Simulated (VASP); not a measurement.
# Cu (Fm-3m) in VASP: notebook

One crystal, Cu, is run at these levels: r2SCAN; tasks: relaxation of cell and atoms.

Everything below comes from runs of VASP 6.6.1. Logs are shortened: lines on timing, memory, paths and dates and some standing lists are left out, and cuts for length are marked.

## (1) Starting point

It takes space group Fm-3m (No. 225, cubic). The conventional cell has a = 3.615 Å, b = 3.615 Å, c = 3.615 Å, α = 90.00°, β = 90.00°, γ = 90.00°. Cu (site symmetry m-3m) has 12 Cu at 2.56 Å as nearest neighbours.

## (2) Relaxation of cell and atoms, r2SCAN

INCAR reads:

```
SYSTEM = Cu
ALGO = Normal
EDIFF = 1E-7
EDIFFG = -0.002
ENCUT = 520
IBRION = 2
ISIF = 3
ISMEAR = 0
LASPH = .TRUE.
LCHARG = .FALSE.
LMIXTAU = .TRUE.
LREAL = .FALSE.
LWAVE = .FALSE.
METAGGA = R2SCAN
NELM = 60
NSW = 80
PREC = Accurate
SIGMA = 0.1
```

KPOINTS reads:

```
k-points
0
G
  20 20 20
  0 0 0
```

POSCAR reads:

```
Cu
1.0
    0.0000000000      1.8075000000      1.8075000000
    1.8075000000      0.0000000000      1.8075000000
    1.8075000000      1.8075000000      0.0000000000
Cu
1
Direct
    0.0000000000      0.0000000000      0.0000000000
```

Potentials or basis: VASP PAW PBE potentials, release 64 (Cu).

Started as:

```sh
cat potpaw_PBE.64/Cu/POTCAR > POTCAR
mpirun -np 1 vasp_std > vasp.out
```

OUTCAR:

```text
SYSTEM = Cu
   EDIFF = 1E-7
   EDIFFG = -0.002
   ENCUT = 520
   IBRION = 2
   ISIF = 3
   ISMEAR = 0
   LASPH = .TRUE.
   LREAL = .FALSE.
   METAGGA = R2SCAN
   NELM = 60
   NSW = 80
   PREC = Accurate

 ion  position               nearest neighbor table
   1  0.000  0.000  0.000-

  LATTYP: Found a face centered cubic cell.
 ALAT       =     3.6150000000

  Lattice vectors:

 A1 = (   0.0000000000,   1.8075000000,   1.8075000000)
 A2 = (   1.8075000000,   0.0000000000,   1.8075000000)
 A3 = (   1.8075000000,   1.8075000000,   0.0000000000)

Analysis of symmetry for initial positions (statically):
=====================================================================
 Subroutine PRICEL returns:
 Original cell was already a primitive cell.

 Routine SETGRP: Setting up the symmetry group for a
 face centered cubic supercell.

 Subroutine GETGRP returns: Found 48 space group operations
 (whereof 48 operations were pure point group operations)
 out of a pool of 48 trial point group operations.

The static configuration has the point symmetry O_h .

Analysis of symmetry for dynamics (positions and initial velocities):
=====================================================================
 Subroutine PRICEL returns:
 Original cell was already a primitive cell.

 Routine SETGRP: Setting up the symmetry group for a
 face centered cubic supercell.

 Subroutine GETGRP returns: Found 48 space group operations
 (whereof 48 operations were pure point group operations)
 out of a pool of 48 trial point group operations.

The dynamic configuration has the point symmetry O_h .

 Subroutine INISYM returns: Found 48 space group operations
 (whereof 48 operations are pure point group operations),
 and found     1 'primitive' translations

----------------------------------------------------------------------------------------

                                     Primitive cell

  volume of cell :      11.8104

  direct lattice vectors                    reciprocal lattice vectors
     0.000000000  1.807500000  1.807500000    -0.276625173  0.276625173  0.276625173
     1.807500000  0.000000000  1.807500000     0.276625173 -0.276625173  0.276625173
     1.807500000  1.807500000  0.000000000     0.276625173  0.276625173 -0.276625173

  length of vectors
     2.556191014  2.556191014  2.556191014     0.479128854  0.479128854  0.479128854

  position of ions in fractional coordinates (direct lattice)
     0.000000000  0.000000000  0.000000000

  ion indices of the primitive-cell ions
[... 94 lines left out ...]
     AMIX_MAG =   1.60;   BMIX_MAG =  1.00
  volume/ion in A,a.u.               =      11.81        79.70
  Fermi-wavevector in a.u.,A,eV,Ry     =   1.598763  3.021224 34.777078  2.556043
  Thomas-Fermi vector in A             =   2.696162
   LORBIT       =      0    0 simple, 1 ext, 2 COOP (PROOUT), +10 PAW based schemes
   METAGGA = R2SCAN    functional components
   LHFCALC =     F    Hartree Fock is set to
   AEXX    =    0.0000 exact exchange contribution
   IVDW    =     0    specifies the selected vdW correction
   LEPSILON=     F    determine dielectric tensor
   LRPA    =     F    only Hartree local field effects (RPA)
 conjugate gradient relaxation of ions
 non-spin polarized calculation
 Gauss-broadening in eV      SIGMA  =   0.10
  energy-cutoff  :      520.00
  volume of cell :       11.81
 maximum number of plane-waves:       332
   NGX =  9   NGY =  9   NGZ =  9

--------------------------------------- Ionic step        1  -------------------------------------------

 number of electron      11.0000001 magnetization

 Free energy of the ion-electron system (eV)
  ---------------------------------------------------
  ext. energy  EPLUGINS =         0.00000000
  ---------------------------------------------------
  free energy    TOTEN  =       -10.82420926 eV

  energy without entropy =      -10.82300044  energy(sigma->0) =      -10.82360485

------------------------ aborting loop because EDIFF is reached ----------------------------------------

  FORCE on cell =-STRESS in cart. coord.  units (eV):
  Direction    XX          YY          ZZ          XY          YZ          ZX
  --------------------------------------------------------------------------------------
  -------------------------------------------------------------------------------------
  Total       -0.3071525     -0.3071525     -0.3071525      0.0000000      0.0000000      0.0000000
  in kB      -41.6677134    -41.6677134    -41.6677134      0.0000000      0.0000000      0.0000000
  external PRESSURE =     -41.6677134 kB  Pullay stress =       0.0000000 kB
[... 127 lines left out ...]
--------------------------------------- Ionic step        5  -------------------------------------------

 number of electron      11.0000011 magnetization

 Free energy of the ion-electron system (eV)
  ---------------------------------------------------
  ext. energy  EPLUGINS =         0.00000000
  ---------------------------------------------------
  free energy    TOTEN  =       -10.82839232 eV

  energy without entropy =      -10.82721390  energy(sigma->0) =      -10.82780311

 E-fermi :   7.7105     XC(G=0): -13.9305

 val. band max:        7.7051533557   @ k =   0.5000   0.2500   0.1000
 cond. band min:       7.7577845414   @ k =  -0.4500   0.1000   0.0000
 fundamental gap:      0.0526311857
 Fermi energy:         7.7104650875

 k-point     1 :       0.0000    0.0000    0.0000
  band No.  band energies     occupation
      1      -2.1462      2.00000
      2       4.5188      2.00000
      3       4.5189      2.00000
      4       4.5189      2.00000
      5       5.3709      2.00000
      6       5.3709      2.00000
      7      31.3530      0.00000
      8      34.6060      0.00000
      9      34.6062      0.00000
[... 265 lines left out ...]
 k-point    24 :      -0.3500    0.0500    0.0000
  band No.  band energies     occupation
      1       1.8733      2.00000
      2       4.5343      2.00000
      3       4.5765      2.00000
      4       4.7138      2.00000
      5       5.7151      2.00000
      6       6.0172      2.00000
      7      15.5313      0.00000
      8      28.6963      0.00000
      9      31.1837      0.00000

 [... further k-points ...]

------------------------ aborting loop because EDIFF is reached ----------------------------------------

  FORCE on cell =-STRESS in cart. coord.  units (eV):
  Direction    XX          YY          ZZ          XY          YZ          ZX
  --------------------------------------------------------------------------------------
  -------------------------------------------------------------------------------------
  Total       -0.0011241     -0.0011241     -0.0011241     -0.0000000      0.0000000      0.0000000
  in kB       -0.1567546     -0.1567546     -0.1567546     -0.0000000      0.0000000      0.0000000
  external PRESSURE =      -0.1567546 kB  Pullay stress =       0.0000000 kB
[... 16 lines left out ...]
  FREE ENERGIE OF THE ION-ELECTRON SYSTEM (eV)
  ---------------------------------------------------
  free  energy   TOTEN  =       -10.8283923237 eV

  energy  without entropy=      -10.8272139040  energy(sigma->0) =      -10.82780311

 reached required accuracy - stopping structural energy minimisation
```

OSZICAR:

```text
N       E                     dE             d eps       ncg     rms          rms(c)
DAV:   1     0.283389725033E+02    0.28339E+02   -0.58470E+03  4744   0.209E+03
[... 55 lines left out ...]
DAV:   2    -0.108284219492E+02    0.43372E-04   -0.11752E-03  4869   0.775E-01    0.284E-02
DAV:   3    -0.108283959670E+02    0.25982E-04   -0.21638E-04  4875   0.329E-01    0.118E-02
DAV:   4    -0.108283920427E+02    0.39243E-05   -0.17389E-05  5595   0.649E-02    0.400E-03
DAV:   5    -0.108283921343E+02   -0.91615E-07   -0.34218E-06  4812   0.350E-02    0.191E-04
DAV:   6    -0.108283922345E+02   -0.10017E-06   -0.45487E-08  2601   0.411E-03    0.335E-04
DAV:   7    -0.108283923417E+02   -0.10723E-06   -0.12130E-08  2321   0.248E-03    0.233E-05
DAV:   8    -0.108283923237E+02    0.18083E-07   -0.24322E-09  2316   0.898E-04
   5 F= -.10828392E+02 E0= -.10827803E+02  d E =-.418307E-02
```

It took 3.1 min on 1 thread of Intel Xeon 6975P-C (Granite Rapids), shared host; peak memory 0.16 GiB.

What came out:

| Item | Value |
| --- | --- |
| Free energy | -10.8284 eV |
| Relaxed volume | 11.49 Å³/atom |
| Relaxed cell | a = 2.533 Å, b = 2.533 Å, c = 2.533 Å, α = 60.00°, β = 60.00°, γ = 60.00° |
| Space group after relaxing (to 0.05 Å) | Fm-3m (No. 225) |
| Energy gained by relaxing | 4.2 meV/atom |
| Ionic steps | 5 |
| Pressure after relaxing | 0.0 GPa |
| Band gap on the k mesh | none (metal or under the smearing width) |

Step by step:
```
step  energy change (eV)  largest force (eV/Å)  pressure (GPa)  volume (Å³)
   1              0.0000                0.0000           -4.17        11.81
   2             -0.0024                0.0000            2.85        11.29
   3             -0.0042                0.0000           -0.19        11.50
   4             -0.0042                0.0000            0.08        11.48
   5             -0.0042                0.0000           -0.02        11.49
```

Final structure:
```cif
data_structure
_symmetry_space_group_name_H-M 'P 1'
_symmetry_Int_Tables_number 1
_cell_length_a 2.5328
_cell_length_b 2.5328
_cell_length_c 2.5328
_cell_angle_alpha 60.000
_cell_angle_beta 60.000
_cell_angle_gamma 60.000
_cell_volume 11.49
loop_
_atom_site_label
_atom_site_type_symbol
_atom_site_fract_x
_atom_site_fract_y
_atom_site_fract_z
_atom_site_occupancy
Cu1 Cu 0.00000 0.00000 0.00000 1
```

Caveat: the PAW data sets were made with another functional, which shifts forces and pressure a little.

## (3) Relaxation of cell and atoms, r2SCAN

This run uses another cell than the first one, of 11.49 Å³/atom, 0.973 times its volume.

INCAR is that of step 2.

KPOINTS is that of step 2.

POSCAR reads:

```
Cu                                      
1.0
    0.0000000000      1.7909630718      1.7909630718
    1.7909630718     -0.0000000000      1.7909630718
    1.7909630718      1.7909630718      0.0000000000
  Cu            
     1
Direct
     0.0000000000000000    0.0000000000000000    0.0000000000000000
```

Potentials or basis: VASP PAW PBE potentials, release 64 (Cu).

Started as:

```sh
cat potpaw_PBE.64/Cu/POTCAR > POTCAR
mpirun -np 1 vasp_std > vasp.out
```

OUTCAR:

```text
SYSTEM = Cu
   EDIFF = 1E-7
   EDIFFG = -0.002
   ENCUT = 520
   IBRION = 2
   ISIF = 3
   ISMEAR = 0
   LASPH = .TRUE.
   LREAL = .FALSE.
   METAGGA = R2SCAN
   NELM = 60
   NSW = 80
   PREC = Accurate

 ion  position               nearest neighbor table
   1  0.000  0.000  0.000-

  LATTYP: Found a face centered cubic cell.
 ALAT       =     3.5819261436

  Lattice vectors:

 A1 = (   0.0000000000,   1.7909630718,   1.7909630718)
 A2 = (   1.7909630718,   0.0000000000,   1.7909630718)
 A3 = (   1.7909630718,   1.7909630718,   0.0000000000)

Analysis of symmetry for initial positions (statically):
=====================================================================
 Subroutine PRICEL returns:
 Original cell was already a primitive cell.

 Routine SETGRP: Setting up the symmetry group for a
 face centered cubic supercell.

 Subroutine GETGRP returns: Found 48 space group operations
 (whereof 48 operations were pure point group operations)
 out of a pool of 48 trial point group operations.

The static configuration has the point symmetry O_h .

Analysis of symmetry for dynamics (positions and initial velocities):
=====================================================================
 Subroutine PRICEL returns:
 Original cell was already a primitive cell.

 Routine SETGRP: Setting up the symmetry group for a
 face centered cubic supercell.

 Subroutine GETGRP returns: Found 48 space group operations
 (whereof 48 operations were pure point group operations)
 out of a pool of 48 trial point group operations.

The dynamic configuration has the point symmetry O_h .

 Subroutine INISYM returns: Found 48 space group operations
 (whereof 48 operations are pure point group operations),
 and found     1 'primitive' translations

----------------------------------------------------------------------------------------

                                     Primitive cell

  volume of cell :      11.4892
[... 127 lines left out ...]

 number of electron      11.0000011 magnetization

 Free energy of the ion-electron system (eV)
  ---------------------------------------------------
  ext. energy  EPLUGINS =         0.00000000
  ---------------------------------------------------
  free energy    TOTEN  =       -10.82826744 eV

  energy without entropy =      -10.82708904  energy(sigma->0) =      -10.82767824

------------------------ aborting loop because EDIFF is reached ----------------------------------------

  FORCE on cell =-STRESS in cart. coord.  units (eV):
  Direction    XX          YY          ZZ          XY          YZ          ZX
  --------------------------------------------------------------------------------------
  -------------------------------------------------------------------------------------
  Total       -0.0049809     -0.0049809     -0.0049809      0.0000000     -0.0000000     -0.0000000
  in kB       -0.6945918     -0.6945918     -0.6945918      0.0000000     -0.0000000     -0.0000000
  external PRESSURE =      -0.6945918 kB  Pullay stress =       0.0000000 kB
[... 57 lines left out ...]
--------------------------------------- Ionic step        3  -------------------------------------------

 number of electron      11.0000011 magnetization

 Free energy of the ion-electron system (eV)
  ---------------------------------------------------
  ext. energy  EPLUGINS =         0.00000000
  ---------------------------------------------------
  free energy    TOTEN  =       -10.82826643 eV

  energy without entropy =      -10.82708827  energy(sigma->0) =      -10.82767735

 E-fermi :   7.7149     XC(G=0): -13.9330

 val. band max:        7.7097172203   @ k =   0.5000   0.2500   0.1000
 cond. band min:       7.7618189909   @ k =  -0.4500   0.1000   0.0000
 fundamental gap:      0.0521017706
 Fermi energy:         7.7149017669

 k-point     1 :       0.0000    0.0000    0.0000
  band No.  band energies     occupation
      1      -2.1447      2.00000
      2       4.5221      2.00000
      3       4.5222      2.00000
      4       4.5222      2.00000
      5       5.3746      2.00000
      6       5.3746      2.00000
      7      31.3604      0.00000
      8      34.6162      0.00000
      9      34.6164      0.00000
[... 265 lines left out ...]
 k-point    24 :      -0.3500    0.0500    0.0000
  band No.  band energies     occupation
      1       1.8756      2.00000
      2       4.5376      2.00000
      3       4.5798      2.00000
      4       4.7170      2.00000
      5       5.7191      2.00000
      6       6.0213      2.00000
      7      15.5379      0.00000
      8      28.7048      0.00000
      9      31.1923      0.00000

 [... further k-points ...]

------------------------ aborting loop because EDIFF is reached ----------------------------------------

  FORCE on cell =-STRESS in cart. coord.  units (eV):
  Direction    XX          YY          ZZ          XY          YZ          ZX
  --------------------------------------------------------------------------------------
  -------------------------------------------------------------------------------------
  Total       -0.0001243     -0.0001243     -0.0001243      0.0000000     -0.0000000      0.0000000
  in kB       -0.0173417     -0.0173417     -0.0173417      0.0000000     -0.0000000      0.0000000
  external PRESSURE =      -0.0173417 kB  Pullay stress =       0.0000000 kB
[... 16 lines left out ...]
  FREE ENERGIE OF THE ION-ELECTRON SYSTEM (eV)
  ---------------------------------------------------
  free  energy   TOTEN  =       -10.8282664271 eV

  energy  without entropy=      -10.8270882731  energy(sigma->0) =      -10.82767735

 reached required accuracy - stopping structural energy minimisation
```

Run time: 1.8 min. Hardware: 1 thread of Intel Xeon 6975P-C (Granite Rapids), shared host; peak memory 0.15 GiB.

What came out:

```yaml
Free_energy: -10.8283 eV
Relaxed_volume: 11.49 Å³/atom
Relaxed_cell: a = 2.533 Å, b = 2.533 Å, c = 2.533 Å, α = 60.00°, β = 60.00°, γ = 60.00°
Space_group_after_relaxing_to_0.05_Å: Fm-3m (No. 225)
Energy_gained_by_relaxing: 0.0 meV/atom
Ionic_steps: 3
Pressure_after_relaxing: 0.0 GPa
Band_gap_on_the_k_mesh: none (metal or under the smearing width)
```

Final structure:
```
Cu
1.0
     0.00000    1.79075    1.79075
     1.79075    0.00000    1.79075
     1.79075    1.79075    0.00000
Cu
1
Direct
  0.00000 0.00000 0.00000
```

Levels at points of the mesh, in eV from the Fermi level:
| k point | band 4 | band 5 | band 6 | band 7 | band 8 | band 9 |
| --- | --- | --- | --- | --- | --- | --- |
| (0.00, 0.00, 0.00) | -3.19 | -2.34 | -2.34 | 23.65 | 26.90 | 26.90 |
| (0.50, 0.00, 0.00) | -1.73 | -1.73 | -1.10 | 4.15 | 22.14 | 23.62 |
| (0.50, 0.50, 0.00) | -1.57 | -1.57 | 1.60 | 7.66 | 14.02 | 14.02 |

Caveat: the PAW data sets were made with another functional, which shifts forces and pressure a little.
